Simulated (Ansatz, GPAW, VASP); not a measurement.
Al: 3 runs at one level of theory

```
Al
1.0
     0.00000    2.02481    2.02481
     2.02481    0.00000    2.02481
     2.02481    2.02481    0.00000
Al
1
Direct
  0.00000 0.00000 0.00000
```

Alike in all runs: task single point; functional PBE; k mesh 11 × 11 × 11; occupations gaussian, width 0.017 eV; no spin polarisation; no spin-orbit coupling. Pressure is positive in compression and, in plane waves, holds the error of the finite cutoff.

| program and potentials | plane-wave cutoff (eV) | notes | pressure (GPa) |
| --- | --- | --- | --- |
| VASP, PBE PAW files Al, 520 eV | 520 | - | -0.54 |
| Ansatz, all-electron LAPW, scalar-relativistic | - | - | -0.51 |
| GPAW, GPAW PAW data sets (gpaw-data 1.2.1) | 600 | - | -0.38 |

The pressure spans -0.54 (VASP, PBE PAW files Al, 520 eV) to -0.38 GPa (GPAW, GPAW PAW data sets (gpaw-data 1.2.1)), with all-electron results at -0.51.

The functional is the same throughout but for its coding, so the spread measures potentials, basis and numerics; runs on potential files found faulty are left out.

All three runs put the cell under slight tension, so static PBE aluminium would contract a little from this volume. The stress is small against the metal's bulk modulus, and the implied change in lattice parameter is correspondingly slight. In this nearly free-electron sp metal, the outward kinetic pressure of the valence electrons almost cancels the inward pull of electrostatics and exchange-correlation, and the residual shows how far the chosen volume lies from that balance. The cell is close to the room-temperature experimental one, which zero-point motion and thermal expansion enlarge relative to a static lattice; their absence probably accounts for part of the tension.

VASP lies close to the all-electron result, while GPAW gives a weaker tension, perhaps through its data set or basis. The sign of the pressure is therefore common to all three treatments of the core. Their agreement doesn't test Brillouin-zone convergence, since a sharp Fermi surface sampled on the same mesh with the same narrow broadening can shift all three pressures together.
